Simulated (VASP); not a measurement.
# CoSi2 (pbesol) (Fm-3m) in VASP: further runs

The runs below take CoSi2 (pbesol) through single point, relaxation of cell and atoms, with PBEsol.

Everything below comes from runs of VASP 6.6.1. Logs are shortened: lines on timing, memory, paths and dates and some standing lists are left out, and cuts for length are marked.

**1. The structure**

The structure is cubic, space group Fm-3m (No. 225). The conventional cell has a = 5.312 Å, b = 5.312 Å, c = 5.312 Å, α = 90.00°, β = 90.00°, γ = 90.00°. Co (site symmetry m-3m) has 8 Si at 2.30 Å as nearest neighbours. Si (site symmetry -43m) has 4 Co at 2.30 Å as nearest neighbours.

**2. Single point, PBEsol**

Input file INCAR:

```
PREC = Accurate
ENCUT = 520
EDIFF = 1E-6
ISMEAR = 0
SIGMA = 0.1
LREAL = False
LASPH = True
NELM = 100
ALGO = Fast
ISIF = 2
LWAVE = False
LCHARG = False
GGA = PS
NBANDS = 16
```

Input file KPOINTS:

```
regular mesh
0
Gamma
  14 14 14
```

Input file POSCAR:

```
CoSi2
1.0
    0.0000000000      2.6562384266      2.6562384266
    2.6562384266      0.0000000000      2.6562384266
    2.6562384266      2.6562384266      0.0000000000
Co Si
1 2
Direct
    0.0000000000      0.0000000000      0.0000000000
    0.2500000000      0.2500000000      0.2500000000
    0.7500000000      0.7500000000      0.7500000000
```

Potentials or basis: VASP PAW PBE potentials, release 64 (Co, Si).

The run is started by

```sh
$ cat potpaw_PBE.64/Co/POTCAR potpaw_PBE.64/Si/POTCAR > POTCAR
$ mpirun -np 1 vasp_std > vasp.out
```

OUTCAR:

```text
PREC = Accurate
   ENCUT = 520
   EDIFF = 1E-6
   ISMEAR = 0
   LREAL = False
   LASPH = True
   NELM = 100
   ISIF = 2
   GGA = PS

 ion  position               nearest neighbor table
   1  0.000  0.000  0.000-   3 2.30   3 2.30   3 2.30   2 2.30   3 2.30   2 2.30   2 2.30   2 2.30

   2  0.250  0.250  0.250-   1 2.30   1 2.30   1 2.30   1 2.30   3 2.66   3 2.66   3 2.66   3 2.66
                             3 2.66   3 2.66
   3  0.750  0.750  0.750-   1 2.30   1 2.30   1 2.30   1 2.30   2 2.66   2 2.66   2 2.66   2 2.66
                             2 2.66   2 2.66

  LATTYP: Found a face centered cubic cell.
 ALAT       =     5.3124768532

  Lattice vectors:

 A1 = (   0.0000000000,   2.6562384266,   2.6562384266)
 A2 = (   2.6562384266,   0.0000000000,   2.6562384266)
 A3 = (   2.6562384266,   2.6562384266,   0.0000000000)

Analysis of symmetry for initial positions (statically):
=====================================================================
 Subroutine PRICEL returns:
 Original cell was already a primitive cell.

 Routine SETGRP: Setting up the symmetry group for a
 face centered cubic supercell.

 Subroutine GETGRP returns: Found 48 space group operations
 (whereof 48 operations were pure point group operations)
 out of a pool of 48 trial point group operations.

The static configuration has the point symmetry O_h .

Analysis of symmetry for dynamics (positions and initial velocities):
=====================================================================
 Subroutine PRICEL returns:
 Original cell was already a primitive cell.

 Routine SETGRP: Setting up the symmetry group for a
 face centered cubic supercell.

 Subroutine GETGRP returns: Found 48 space group operations
 (whereof 48 operations were pure point group operations)
 out of a pool of 48 trial point group operations.

The dynamic configuration has the point symmetry O_h .

 Subroutine INISYM returns: Found 48 space group operations
 (whereof 48 operations are pure point group operations),
 and found     1 'primitive' translations

----------------------------------------------------------------------------------------

                                     Primitive cell

  volume of cell :      37.4827

  direct lattice vectors                    reciprocal lattice vectors
     0.000000000  2.656238427  2.656238427    -0.188236114  0.188236114  0.188236114
     2.656238427  0.000000000  2.656238427     0.188236114 -0.188236114  0.188236114
     2.656238427  2.656238427  0.000000000     0.188236114  0.188236114 -0.188236114

  length of vectors
     3.756488408  3.756488408  3.756488408     0.326034514  0.326034514  0.326034514

  position of ions in fractional coordinates (direct lattice)
     0.000000000  0.000000000  0.000000000
     0.250000000  0.250000000  0.250000000
     0.750000000  0.750000000  0.750000000

  ion indices of the primitive-cell ions
   primitive index   ion index
                 1           1
                 2           2
                 3           3

----------------------------------------------------------------------------------------

 KPOINTS: regular mesh

Automatic generation of k-mesh.
 Grid dimensions read from file:
 generate k-points for:   14   14   14

 Generating k-lattice:

  Cartesian coordinates                     Fractional coordinates (reciprocal lattice)
    -0.013445437  0.013445437  0.013445437     0.071428571  0.000000000  0.000000000
     0.013445437 -0.013445437  0.013445437     0.000000000  0.071428571  0.000000000
     0.013445437  0.013445437 -0.013445437     0.000000000  0.000000000  0.071428571

  Length of vectors
     0.023288180  0.023288180  0.023288180

  Shift w.r.t. Gamma in fractional coordinates (k-lattice)
     0.000000000  0.000000000  0.000000000

 Subroutine IBZKPT returns following result:
 ===========================================

 Found    104 irreducible k-points:

 Following reciprocal coordinates:
            Coordinates               Weight
  0.000000  0.000000  0.000000      1.000000
  0.071429  0.000000  0.000000      8.000000
  0.142857  0.000000  0.000000      8.000000
  0.214286  0.000000  0.000000      8.000000
  0.285714  0.000000  0.000000      8.000000
  0.357143  0.000000  0.000000      8.000000
[... 16 lines left out ...]
  0.214286  0.142857  0.000000     24.000000
  0.285714  0.142857  0.000000     24.000000
 [... further k-points ...]
   k-points           NKPTS =    104   k-points in BZ     NKDIM =    104   number of bands    NBANDS=     16
   number of dos      NEDOS =    301   number of ions     NIONS =      3
   total plane-waves  NPLWV =  21952
   dimension x,y,z NGX =    28 NGY =   28 NGZ =   28
   dimension x,y,z NGXF=    56 NGYF=   56 NGZF=   56
   ions per type =               1   2
   NGX,Y,Z   is equivalent  to a cutoff of  12.39, 12.39, 12.39 a.u.
   NGXF,Y,Z  is equivalent  to a cutoff of  24.78, 24.78, 24.78 a.u.
 SYSTEM =  unknown system
   PREC   = accura    normal or accurate (medium, high low for compatibility)
   ISTART =      0    job   : 0-new  1-cont  2-samecut
   ICHARG =      2    charge: 1-file 2-atom 10-const
   ISPIN  =      1    spin polarized calculation?
   LNONCOLLINEAR =      F non collinear calculations
   LSORBIT =      F    spin-orbit coupling
   LASPH  =      T    aspherical Exc in radial PAW
   ENCUT  =  520.0 eV  38.22 Ry    6.18 a.u.   6.98  6.98  6.98*2*pi/ulx,y,z
   NELM   =    100;   NELMIN=  2; NELMDL= -5     # of ELM steps
   EDIFF  = 0.1E-05   stopping-criterion for ELM
   LREAL  =      F    real-space projection
   EDIFFG = 0.1E-04   stopping-criterion for IOM
   NSW    =      0    number of steps for IOM
   IBRION =     -1    ionic relax: 0-MD 1-quasi-New 2-CG
   NFREE  =      0    steps in history (QN), initial steepest desc. (CG)
   ISIF   =      2    stress and relaxation
   ISYM   =      2    0-nonsym 1-usesym 2-fastsym
   POTIM  = 0.5000    time-step for ionic-motion
   TEBEG  =    0.0;   TEEND  =   0.0 temperature during run
   PSTRESS=    0.0 pullay stress
   NELECT =      17.0000    total number of electrons
   NUPDOWN=      -1.0000    fix difference up-down
   EMIN   =  10.00;   EMAX   =-10.00  energy-range for DOS
   EFERMI =   0.00;   METHOD = LEGACY
   ISMEAR =     0;   SIGMA  =   0.10  broadening in eV -4-tet -1-fermi 0-gaus
   EFERMI_NEDOS =   21; number of points for ismear=-14 and -15
   IALGO  =     68    algorithm
   IMIX   =      4    mixing-type and parameters
     AMIX     =   0.40;   BMIX     =  1.00
     AMIX_MAG =   1.60;   BMIX_MAG =  1.00
  volume/ion in A,a.u.               =      12.49        84.32
  Fermi-wavevector in a.u.,A,eV,Ry     =   1.257807  2.376911 21.525492  1.582079
  Thomas-Fermi vector in A             =   2.391448
   LORBIT       =      0    0 simple, 1 ext, 2 COOP (PROOUT), +10 PAW based schemes
   GGA     = PS    functional components
   LHFCALC =     F    Hartree Fock is set to
   AEXX    =    0.0000 exact exchange contribution
   IVDW    =     0    specifies the selected vdW correction
   LEPSILON=     F    determine dielectric tensor
   LRPA    =     F    only Hartree local field effects (RPA)
 non-spin polarized calculation
 RMM-DIIS sequential band-by-band and
 Gauss-broadening in eV      SIGMA  =   0.10
  energy-cutoff  :      520.00
  volume of cell :       37.48
 maximum number of plane-waves:      1026
   NGX = 13   NGY = 13   NGZ = 13

 number of electron      17.0000005 magnetization

 Free energy of the ion-electron system (eV)
  ---------------------------------------------------
  ext. energy  EPLUGINS =         0.00000000
  ---------------------------------------------------
  free energy    TOTEN  =       -20.98440211 eV

  energy without entropy =      -20.97927066  energy(sigma->0) =      -20.98183638

 E-fermi :  10.3457     XC(G=0): -11.9678

 val. band max:       10.2588652858   @ k =   0.4286   0.0714   0.0000
 cond. band min:      10.3470799708   @ k =   0.4286   0.2143   0.0714
 fundamental gap:      0.0882146850
 Fermi energy:        10.3456693340

 k-point     1 :       0.0000    0.0000    0.0000
  band No.  band energies     occupation
      1      -2.9802      2.00000
      2       6.1370      2.00000
      3       6.1370      2.00000
      4       6.1370      2.00000
      5       8.3419      2.00000
      6       8.3419      2.00000
[... 8 lines left out ...]
     15      16.0939      0.00000
     16      16.0939      0.00000

 k-point     2 :       0.0714    0.0000    0.0000
  band No.  band energies     occupation
      1      -2.9012      2.00000
      2       5.9506      2.00000
      3       6.1653      2.00000
      4       6.1653      2.00000
      5       8.3172      2.00000
      6       8.3172      2.00000
[... 8 lines left out ...]
     15      15.8069      0.00000
     16      15.9429      0.00000

 k-point     3 :       0.1429    0.0000    0.0000
  band No.  band energies     occupation
      1      -2.6650      2.00000
      2       5.4359      2.00000
      3       6.2449      2.00000
      4       6.2449      2.00000
      5       8.2580      2.00000
      6       8.2580      2.00000
[... 8 lines left out ...]
     15      15.7071      0.00000
     16      16.3786      0.00000

 k-point     4 :       0.2143    0.0000    0.0000
  band No.  band energies     occupation
      1      -2.2752      2.00000
      2       4.6769      2.00000
      3       6.3589      2.00000
      4       6.3589      2.00000
      5       8.2043      2.00000
      6       8.2043      2.00000
[... 8 lines left out ...]
     15      16.5334      0.00000
     16      17.4516      0.00000
[... 324 lines left out ...]
 k-point    22 :       0.1429    0.1429    0.0000
  band No.  band energies     occupation
      1      -2.5600      2.00000
      2       5.5266      2.00000
      3       6.1624      2.00000
      4       6.1624      2.00000
      5       7.9264      2.00000
      6       8.4491      2.00000
[... 8 lines left out ...]
     15      16.8532      0.00000
     16      16.8532      0.00000

 k-point    23 :       0.2143    0.1429    0.0000
  band No.  band energies     occupation
      1      -2.2738      2.00000
      2       5.0991      2.00000
      3       6.2023      2.00000
      4       6.2416      2.00000
      5       7.6980      2.00000
      6       8.4881      2.00000
[... 8 lines left out ...]
     15      17.7392      0.00000
     16      17.8692      0.00000

 k-point    24 :       0.2857    0.1429    0.0000
  band No.  band energies     occupation
      1      -1.8369      2.00000
      2       4.4077      2.00000
      3       6.2821      2.00000
      4       6.3530      2.00000
      5       7.5007      2.00000
      6       8.5271      2.00000
[... 8 lines left out ...]
     15      18.7537      0.00000
     16      19.0388      0.00000

 [... further k-points ...]

------------------------ aborting loop because EDIFF is reached ----------------------------------------

  FORCE on cell =-STRESS in cart. coord.  units (eV):
  Direction    XX          YY          ZZ          XY          YZ          ZX
  --------------------------------------------------------------------------------------
  -------------------------------------------------------------------------------------
  Total        0.0771518      0.0771518      0.0771518      0.0000000      0.0000000     -0.0000000
  in kB        3.2978087      3.2978087      3.2978087      0.0000000      0.0000000     -0.0000000
  external PRESSURE =       3.2978087 kB  Pullay stress =       0.0000000 kB

 VOLUME and BASIS-vectors are now :
 -----------------------------------------------------------------------------
  energy-cutoff  :      520.00
  volume of cell :       37.48
      direct lattice vectors                 reciprocal lattice vectors
     0.000000000  2.656238427  2.656238427    -0.188236114  0.188236114  0.188236114
     2.656238427  0.000000000  2.656238427     0.188236114 -0.188236114  0.188236114
     2.656238427  2.656238427  0.000000000     0.188236114  0.188236114 -0.188236114

 POSITION                                       TOTAL-FORCE (eV/Angst)
 -----------------------------------------------------------------------------------
      0.00000      0.00000      0.00000        -0.000000     -0.000000      0.000000
      1.32812      1.32812      1.32812        -0.000000      0.000000     -0.000000
      3.98436      3.98436      3.98436         0.000000     -0.000000      0.000000
 -----------------------------------------------------------------------------------
    total drift:                               -0.000000     -0.000000      0.000000

  FREE ENERGIE OF THE ION-ELECTRON SYSTEM (eV)
  ---------------------------------------------------
  free  energy   TOTEN  =       -20.9844021050 eV

  energy  without entropy=      -20.9792706628  energy(sigma->0) =      -20.98183638
```

It took 29 s on 1 thread of Intel Xeon 6975P-C (Granite Rapids), shared host; peak memory 0.19 GiB.

What came out:

```yaml
Free_energy: -20.9844 eV
Pressure: 0.3 GPa
Band_gap_on_the_k_mesh: none (metal or under the smearing width)
```

Caveat: the PAW data sets were made with another functional, which shifts forces and pressure a little.

**3. Relaxation of cell and atoms, PBEsol**

This run uses another cell than the first one, of 12.80 Å³/atom, 1.025 times its volume.

Input file INCAR:

```
SYSTEM = CoSi2
PREC = Accurate
ENCUT = 600
EDIFF = 1E-7
ISMEAR = 0
SIGMA = 0.1
LREAL = .FALSE.
LASPH = .TRUE.
NELM = 100
ALGO = Normal
ISIF = 3
LWAVE = .FALSE.
LCHARG = .FALSE.
GGA = PS
IBRION = 2
NSW = 100
EDIFFG = -0.002
```

Input file KPOINTS:

```
Automatic mesh
0
G
  14 14 14
  0 0 0
```

Input file POSCAR:

```
CoSi2
1.0
    0.0000000000      2.6780000000      2.6780000000
    2.6780000000      0.0000000000      2.6780000000
    2.6780000000      2.6780000000      0.0000000000
Co Si
1 2
Direct
    0.0000000000      0.0000000000      0.0000000000
    0.2500000000      0.2500000000      0.2500000000
    0.7500000000      0.7500000000      0.7500000000
```

Potentials or basis: VASP PAW PBE potentials, release 64 (Co, Si).

The run is started by

```sh
$ cat potpaw_PBE.64/Co/POTCAR potpaw_PBE.64/Si/POTCAR > POTCAR
$ mpirun -np 1 vasp_std > vasp.out
```

It took 91 s on 1 thread of Intel Xeon 6975P-C (Granite Rapids), shared host; peak memory 0.22 GiB.

Results (log left out):

* Free energy: -20.9846 eV
* Relaxed volume: 12.50 Å³/atom
* Relaxed cell: a = 3.757 Å, b = 3.757 Å, c = 3.757 Å, α = 60.00°, β = 60.00°, γ = 60.00°
* Space group after relaxing (to 0.05 Å): Fm-3m (No. 225)
* Energy gained by relaxing: 4.3 meV/atom
* Ionic steps: 6
* Pressure after relaxing: 0.0 GPa
* Band gap on the k mesh: none (metal or under the smearing width)

Step by step:
| step | energy change (eV) | largest force (eV/Å) | pressure (GPa) | volume (Å³) |
| --- | --- | --- | --- | --- |
| 1 | 0.0000 | 0.0000 | -4.49 | 38.41 |
| 2 | 0.0057 | 0.0000 | 5.84 | 36.45 |
| 3 | -0.0130 | 0.0000 | -0.05 | 37.51 |
| 4 | -0.0130 | 0.0000 | 0.06 | 37.49 |
| 5 | -0.0130 | 0.0000 | -0.06 | 37.51 |
| 6 | -0.0130 | 0.0000 | 0.01 | 37.50 |

Final structure:
```
Co Si
1.0
     0.00000    2.65654    2.65654
     2.65654    0.00000    2.65654
     2.65654    2.65654    0.00000
Co Si
1 2
Direct
  0.00000 0.00000 0.00000
  0.25000 0.25000 0.25000
  0.75000 0.75000 0.75000
```

Levels at points of the mesh, in eV from the Fermi level:
```tsv
k point	band 7	band 8	band 9	band 10	band 11	band 12
(0.00, 0.00, 0.00)	1.01	3.42	3.42	3.42	3.51	3.51
(0.50, 0.00, 0.00)	-1.72	-0.49	-0.49	2.72	3.48	3.48
(0.50, 0.50, 0.00)	-2.06	-2.01	-1.40	1.66	2.87	8.60
```

Caveat: the PAW data sets were made with another functional, which shifts forces and pressure a little. Spin polarisation is off, so any magnetic state and its effect on volume and gap are missing.

**4. Single point, PBEsol**

This run uses another cell than the first one, of 12.80 Å³/atom, 1.025 times its volume.

Input file INCAR:

```
SYSTEM = CoSi2
PREC = Accurate
ENCUT = 520
EDIFF = 1E-6
ISMEAR = 0
SIGMA = 0.1
LREAL = .FALSE.
LASPH = .TRUE.
NELM = 100
ALGO = Fast
ISIF = 2
LWAVE = .FALSE.
LCHARG = .TRUE.
GGA = PS
LELF = .TRUE.
LVHAR = .TRUE.
NBANDS = 16
```

Input file KPOINTS:

```
regular mesh
0
G
  6 6 6
  0 0 0
```

POSCAR is that of step 3.

The run is started by

```sh
$ cat potpaw_PBE.64/Co/POTCAR potpaw_PBE.64/Si/POTCAR > POTCAR
$ mpirun -np 1 vasp_std > vasp.out
```

Run time: 6.7 s. Hardware: 1 thread of Intel Xeon 6975P-C (Granite Rapids), shared host; peak memory 0.15 GiB.

Results (log left out):

```
Free energy            : -20.9645 eV
Pressure               : -4.3 GPa
Band gap on the k mesh : none (metal or under the smearing width)
```

Levels at points of the mesh, in eV from the Fermi level:
| k point | band 7 | band 8 | band 9 | band 10 | band 11 | band 12 |
| --- | --- | --- | --- | --- | --- | --- |
| (0.00, 0.00, 0.00) | 0.65 | 3.29 | 3.29 | 3.29 | 3.30 | 3.30 |
| (0.50, 0.00, 0.00) | -1.76 | -0.60 | -0.60 | 2.52 | 3.29 | 3.29 |
| (0.50, 0.50, 0.00) | -2.10 | -2.06 | -1.46 | 1.45 | 2.74 | 8.45 |

Caveat: the PAW data sets were made with another functional, which shifts forces and pressure a little.

**5. Summary**

| task | cell | k mesh | cutoff (eV) | gap on the mesh (eV) | pressure (GPa) |
| --- | --- | --- | --- | --- | --- |
| single point | Fm-3m, 12.49 Å³/atom | 14 × 14 × 14 | 520 | none | 0.3 |
| relaxation of cell and atoms | relaxed | 14 × 14 × 14 | 600 | none | 0.0 |
| single point | Fm-3m, 12.8 Å³/atom | 6 × 6 × 6 | 520 | none | -4.3 |

Alike in all rows: level PBEsol; potentials or basis VASP PAW PBE potentials, release 64 (Co, Si); no spin polarisation; smearing gaussian 0.1 eV.

Caveats: the PAW data sets were made with another functional, which shifts forces and pressure a little.

Total energies depend on the potentials used, so only differences within one code and one set of settings carry meaning.
